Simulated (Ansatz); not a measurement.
Input and command of a plane-wave DFT calculation in Ansatz:

```yaml
crystal:
  lattice:
    - [0.0, -2.5291609895, -2.5291609895]
    - [0.0, 2.5291609895, -2.5291609895]
    - [5.058321979, 0.0, 0.0]
  atoms:
    - { symbol: Hf, position: [0.3954979246, 0.4612182103, 0.5695783684] }
    - { symbol: Hf, position: [0.1045020754, 1.0387817897, -0.0695783684] }
    - { symbol: O, position: [0.0071886663, 0.4550733627, 0.7781936081] }
    - { symbol: O, position: [0.4928113337, 0.0449266373, 0.2218063919] }
    - { symbol: O, position: [-0.0642337298, 0.4223383738, 0.266890561] }
    - { symbol: O, position: [0.5642337298, 0.0776616262, 0.733109439] }
basis:
  ecutwfc: 500
kpoints:
  mp_grid: { grid: [6, 6, 4] }
hamiltonian:
  xc: r2scan
scf:
  occupations: { method: gaussian, width: 0.05 }
output:
  forces: true
  stress: true
  eigenvalues: true
relax:
  adjacent_minimum: "off"
  f_tol: 0.01
  max_steps: 80
  cell: { stress_tol: 0.1 }
```

```bash
ansatz run input.yaml --threads 2 --pin off --max-ram 5120MiB --backend cpu --events-out ev --progress --plain --runs-dir out
```

Processor: Arm Neoverse V1, 2 threads, on a host shared with other jobs.

Q: How long does it run, and how much memory does it take?

A: About 5.8 min on 2 threads of Arm Neoverse V1, with other jobs on the host, peak memory 0.56 GiB. It solves 46 bands at 76 k points (the mesh reduced by symmetry) with about 1707 plane waves (on the last cell), in 69 SCF iterations over 10 ionic steps.
